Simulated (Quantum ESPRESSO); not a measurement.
Ta in Quantum ESPRESSO: the effect of functional

The system is Ta.

```xyz
1
Lattice="-1.6513 1.6513 1.6513 1.6513 -1.6513 1.6513 1.6513 1.6513 -1.6513" Properties=species:S:1:pos:R:3 pbc="T T T"
Ta    0.0000    0.0000    0.0000
```

Alike in all runs:

```yaml
Program: Quantum ESPRESSO 7.5
Task: phonon dispersion
Cutoff: 789 eV
Density_cutoff: 3157 eV
k_mesh: 12 × 12 × 12
Occupations: cold, width 0.2 eV
Spin: no spin polarisation
```

Each run relaxes the cell or the atoms first.

| functional | potentials or basis | relaxed volume (Å³/atom) | highest phonon frequency (cm⁻¹) |
| --- | --- | --- | --- |
| LDA | PseudoDojo 0.4.1 SR LDA standard | 16.99 | 162 |
| PBE | PseudoDojo 0.4.1 SR PBE standard | 18.22 | 145 |
| PBEsol | PseudoDojo 0.4.1 SR PBEsol standard | ? | ? |

**Question.** What does the run with functional PBEsol give?

**Answer.** Relaxed volume 17.58 Å³/atom; highest phonon frequency 154 cm⁻¹.
